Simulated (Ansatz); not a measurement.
Relaxed bulk WSe$_{2}$:

```xyz
3
Lattice="3.2703 0.0000 0.0000 -1.6351 2.8321 0.0000 0.0000 0.0000 16.6612" Properties=species:S:1:pos:R:3 pbc="T T T"
W     0.0000    0.0000    0.0000
Se    0.0000    1.8881    1.6728
Se    0.0000    1.8881   14.9884
```

Miller indices refer to the conventional cell of P-6m2 (No. 187), a = 3.270 Å, b = 3.270 Å, c = 16.661 Å, α = 90.00°, β = 90.00°, γ = 120.00°. The bulk's gap is 1.68 eV.

The (001) slab of 6 planes, 20.0 Å thick with 15 Å of vacuum as cut; outer planes Se (top) and Se (bottom).

These are results of DFT PBEsol, scalar-relativistic, plane waves, PAW (Ansatz 0.2.0), not measurements. Plane waves to 420 eV, a k mesh through Γ of 9×9×1 on the computed 6-atom cell and Gaussian smearing (0.05 eV); no spin polarisation. The cell repeats along c with a dipole correction in the vacuum.

The surface energy is small: either the cut is weakly bound (this functional has no dispersion correction), or the bulk reference is not the lowest structure.

With the atoms at the bulk's places:

```json
{
  "Surface energy (mean of both faces)": "0.00 J/m²",
  "Gap of the slab on the mesh": "1.69 eV"
}
```

(1) What changes when all atoms relax within this surface cell and its symmetry?

Spin-orbit coupling is left out, which matters for the bands of heavy elements. An odd mesh misses points on the zone edge, so a gap read on it can be too wide.

## Answers

(1) The energy changes by under 0.001 J/m² a face. No atom moved: the forces on the slab as cut lay under the relaxation's threshold already, so smaller changes of the spacings aren't resolved.

| Property | Result |
| --- | --- |
| Surface energy (mean of both faces) | 0.00 J/m² |
| Gap of the slab on the mesh | 1.69 eV |

```json
{"plane (bottom to top)": "1", "atoms": "Se", "spacing to next, bulk (Å)": "1.673", "relaxed (Å)": "1.673", "change (%)": "0.0"}
{"plane (bottom to top)": "2", "atoms": "W", "spacing to next, bulk (Å)": "1.673", "relaxed (Å)": "1.673", "change (%)": "0.0"}
{"plane (bottom to top)": "3", "atoms": "Se", "spacing to next, bulk (Å)": "13.316", "relaxed (Å)": "13.316", "change (%)": "0.0"}
{"plane (bottom to top)": "4", "atoms": "Se", "spacing to next, bulk (Å)": "1.673", "relaxed (Å)": "1.673", "change (%)": "0.0"}
{"plane (bottom to top)": "5", "atoms": "W", "spacing to next, bulk (Å)": "1.673", "relaxed (Å)": "1.673", "change (%)": "0.0"}
{"plane (bottom to top)": "6", "atoms": "Se", "spacing to next, bulk (Å)": "", "relaxed (Å)": "", "change (%)": ""}
```

The reference crystal is a form of WSe2, which isn't its usual structure.